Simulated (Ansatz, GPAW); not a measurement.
## MgS: programs and potentials compared

```xyz
2
Lattice="0.0000 2.6016 2.6016 2.6016 0.0000 2.6016 2.6016 2.6016 0.0000" Properties=species:S:1:pos:R:3 pbc="T T T"
S     2.6016    2.6016    2.6016
Mg    0.0000    0.0000    0.0000
```

Alike in all runs: task band structure; functional RPBE; dispersion D3(BJ); k mesh 9 × 9 × 9; occupations gaussian, width 0.1 eV; no spin polarisation; no spin-orbit coupling. Pressure is positive in compression and, in plane waves, holds the error of the finite cutoff, which Ansatz's Pulay term estimates and takes out. Gaps are the smaller of the mesh's and the band path's.

| program and potentials | plane-wave cutoff (eV) | notes | band gap (eV) | pressure (GPa) |
| --- | --- | --- | --- | --- |
| Ansatz, Ansatz PAW | 420 | potentials made for PBE, which Ansatz adapts in part | 2.94 | -13.23 |
| GPAW, the program's PAW data sets (release 1.2.1) made for this functional | 800 | - | 2.95 | -13.37 |
| Ansatz, all-electron LAPW, scalar-relativistic | - | - | ? | ? |

Estimate from the other rows what the run with Ansatz, all-electron LAPW, scalar-relativistic gave.

Band gap 2.94 eV; pressure -13.27 GPa. The other rows, which needn't bracket it: band gap 2.94 to 2.95; pressure -13.37 to -13.23.
